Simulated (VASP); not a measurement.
Write the native input for VASP 6.6.1 that does the following.

```
Task                   : relaxation of cell and atoms
Functional             : PBE
Potentials or basis    : VASP PAW PBE potentials, release 64 (Al)
Cutoff                 : 600 eV
k mesh                 : 18 × 18 × 18
Occupations            : methfessel-paxton, width 0.1 eV
Spin                   : no spin polarisation
Further INCAR settings : ALGO = Normal; EDIFF = 1e-07; IBRION = 2; EDIFFG = -0.005; NSW = 90; ISIF = 3
```

The structure of Al lies in POSCAR:

```
Al                                      
1.0
    0.0000000000      2.0201615641      2.0201615641
    2.0201615641      0.0000000000      2.0201615641
    2.0201615641      2.0201615641     -0.0000000000
  Al            
     1
Direct
     0.0000000000000000    1.0000000000000000    0.0000000000000000
```

These files were run (other wordings do the same):

INCAR

```
ALGO = Normal
EDIFF = 1E-7
EDIFFG = -0.005
ENCUT = 600
GGA = PE
IBRION = 2
ISIF = 3
ISMEAR = 1
LASPH = True
LCHARG = False
LREAL = False
LWAVE = False
NELM = 80
NSW = 90
PREC = Accurate
SIGMA = 0.1
```

KPOINTS

```
k-points
0
Gamma
  18 18 18
```

Potentials or basis: VASP PAW PBE potentials, release 64 (Al).

Run with:

```console
$ cat potpaw_PBE.64/Al/POTCAR > POTCAR
$ mpirun -np 1 vasp_std > vasp.out
```

It gave:

```
Relaxed volume                         : 16.50 Å³/atom
Relaxed cell                           : a = 2.858 Å, b = 2.858 Å, c = 2.858 Å, α = 60.00°, β = 60.00°, γ = 60.00°
Space group after relaxing (to 0.05 Å) : Fm-3m (No. 225)
Energy gained by relaxing              : 0.0 meV/atom
Ionic steps                            : 2
Pressure after relaxing                : 0.0 GPa
Band gap on the k mesh                 : none (metal or under the smearing width)
```

Run time: 5.9 s on 1 thread of Intel(R) Xeon(R) 6975P-C (Granite Rapids), with other jobs on the host, peak memory 0.14 GiB.
